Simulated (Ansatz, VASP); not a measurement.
## Hf in VASP and in Ansatz

```
CELL_PARAMETERS angstrom
0.00000 3.09964 3.09964
3.09964 0.00000 3.09964
3.09964 3.09964 0.00000
ATOMIC_POSITIONS crystal
Hf 0.12500 0.12500 0.12500
Hf 0.87500 0.87500 0.87500
```

Alike in both runs: task single point; functional PBEsol; k mesh 10 × 10 × 10; occupations fermi-dirac, width 0.1 eV; no spin polarisation.

|  | VASP | Ansatz |
| --- | --- | --- |
| version | VASP 6.6.1 | Ansatz 0.2.0 |
| potentials or method | VASP PAW PBE potentials, release 64 (Hf_pv) | plane waves (420 eV) with PAW, scalar-relativistic |
| plane-wave cutoff (eV) | 520 | 420 |
| valence electrons in the cell | 20 | 52 |

VASP gave:

| Quantity | Value |
| --- | --- |
| pressure (GPa) | 2.5 |

Problem. What did Ansatz give for the same quantities?

Solution. Pressure (GPa): 2.8.

With one functional, cell and mesh, what is left measures potentials, basis and numerics. The two sets of potentials don't hold the same shells in valence. Ansatz warned: «pseudo_functional_mismatch».

Caveats: the PAW data sets were made with another functional, which shifts forces and pressure a little (VASP). The runs have no spin-orbit coupling, so splittings on Hf are missing.
